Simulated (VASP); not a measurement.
# Mg: intraband terms of a metal's spectrum

Mg, I4/mmm (no. 139), 1 atom in the cell. PBE, independent-particle dielectric function; PAW potentials Mg (PBE set).

## Input

INCAR.step1:
```
  PREC = Accurate
  ENCUT = 230
  ISMEAR = 1
  SIGMA = 0.1
  EDIFF = 1E-7
  LASPH = T
  KPAR = 4
  LWAVE = F
  LCHARG = T
  LMAXMIX = 4
```

INCAR.step2:
```
  PREC = Accurate
  ENCUT = 230
  ISMEAR = 0
  SIGMA = 0.3
  EDIFF = 1E-6
  LASPH = T
  KPAR = 4
  LWAVE = T
  LCHARG = F
  LMAXMIX = 4
  ICHARG = 11
  NBANDS = 15
  NEDOS = 3000
  OMEGAMAX = 30
  CSHIFT = 0.1
```

INCAR.step3, as INCAR.step2 but for:
```
- LWAVE = T
+ LWAVE = F
+ LOPTICS = T
+ ALGO = None
+ NELM = 1
+ ISTART = 1
```

INCAR.step4, as INCAR.step3 but for:
```
+ WPLASMAI = 0.03
```

INCAR.step5 to INCAR.step6 change the same tag again: WPLASMAI = 0.1, 0.3.

INCAR.step7, as INCAR.step6 but for:
```
- WPLASMAI = 0.3
+ RTIME = 40
```

INCAR.step8, as INCAR.step7 but for:
```
- RTIME = 40
+ RTIME = 1
```

INCAR.step9, as INCAR.step8 but for:
```
- RTIME = 1
+ LNABLA = T
```

INCAR.step10, as INCAR.step9 but for:
```
- ISMEAR = 0
- LNABLA = T
+ ISMEAR = -5
```

KPOINTS.step1:
```
k-points
0
Gamma
  11 11 11
```

KPOINTS.step2:
```
k-points
0
Gamma
  16 16 16
```

POSCAR:
```
Mg
1.0
   -1.8359916300      1.8359916300      1.6794040200
    1.8359916300     -1.8359916300      1.6794040200
    1.8359916300      1.8359916300     -1.6794040200
Mg
1
Direct
    0.0000000000      0.0000000000      0.0000000000
```

Commands (each step's output is kept before the next begins):
```
cat potpaw_PBE.64/Mg/POTCAR > POTCAR
cp INCAR.step1 INCAR
cp KPOINTS.step1 KPOINTS
mpirun -np 4 vasp_std > vasp.out
cp INCAR.step2 INCAR
cp KPOINTS.step2 KPOINTS
mpirun -np 4 vasp_std > vasp.out
cp INCAR.step3 INCAR
mpirun -np 4 vasp_std > vasp.out
cp INCAR.step4 INCAR
mpirun -np 4 vasp_std > vasp.out
cp INCAR.step5 INCAR
mpirun -np 4 vasp_std > vasp.out
cp INCAR.step6 INCAR
mpirun -np 4 vasp_std > vasp.out
cp INCAR.step7 INCAR
mpirun -np 4 vasp_std > vasp.out
cp INCAR.step8 INCAR
mpirun -np 4 vasp_std > vasp.out
cp INCAR.step9 INCAR
mpirun -np 4 vasp_std > vasp.out
cp INCAR.step10 INCAR
mpirun -np 4 vasp_std > vasp.out
```

## Result

- Bands: 15

One ground state, settings moved in the last step alone:

| Settings | Plasma frequency (eV) | Im ε at 0.5 eV | Im ε at 1 eV | Im ε at 2 eV | Im ε at 4 eV | Time (s) |
|---|---|---|---|---|---|---|
| interband part alone | 8.44 | 66.5 | 44.1 | 4.6 | 0.6 | 8 |
| Drude term, WPLASMAI 0.03 | 8.44 | 83.6 | 46.3 | 4.9 | 0.6 | 7 |
| Drude term, WPLASMAI 0.1 | 8.44 | 121.3 | 51.2 | 5.5 | 0.7 | 7 |
| Drude term, WPLASMAI 0.3 | 8.44 | 192.2 | 63.7 | 7.2 | 0.9 | 6 |
| relaxation time RTIME 40 fs | 8.44 | 75.9 | 45.3 | 4.8 | 0.6 | 8 |
| relaxation time RTIME 1 fs | 8.44 | 203.7 | 76.8 | 9.9 | 1.3 | 8 |
| transversal form (LNABLA) | 8.42 | 66.4 | 44.1 | 4.6 | 0.6 | 7 |
| tetrahedron method | – | – | – | – | – | no result |

VASP 6.6.1 took 65 s on 4 cores (Intel Xeon Platinum 8259CL @ 2.50GHz (Skylake/Cascade Lake)), a shared host.
